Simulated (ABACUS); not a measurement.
Runs of ABACUS 3.10.1 on Ni. Symmetry: P6_3/mmc, No. 194, hexagonal system. The conventional cell has a = 2.448 Å, b = 2.448 Å, c = 4.073 Å, α = 90.00°, β = 90.00°, γ = 120.00°. Ni (site symmetry -6m2) has 12 Ni at 2.45 to 2.48 Å as nearest neighbours. This isn't the form of Ni at room conditions, which is fcc.

| level | gap on the mesh (eV) | pressure (GPa) | moment (μB) | relaxed volume (Å³/atom) |
| --- | --- | --- | --- | --- |
| r2SCAN | none | -0.1 | (c) | 10.55 |
| RPBE | none | -0.1 | 1.35 | 11.49 |
| SCAN | none | 0.0 | 1.47 | 10.58 |
| PBEsol | none | 0.0 | (b) | (a) |
| PBE | none | 0.0 | 1.34 | 11.00 |

Alike in all rows: task relaxation of cell and atoms; potentials or basis SG15 ONCV 1.2 PBE, plane waves; spin collinear, ferromagnetic start; cell relaxed; k mesh 8 × 8 × 5; cutoff (eV) 1333; smearing fermi-dirac 0.05 eV; the mesh is coarse, so values aren't converged.

**Question.** Estimate the missing entries.

**Answer.** (a) 10.43; (b) 1.33; (c) 1.41.

Caveats: all runs use coarse meshes; the shape was held while the volume relaxed; the potentials were made for another functional, which shifts forces and pressure (some runs).

A gap of «none» marks a metal or a gap under the smearing width.
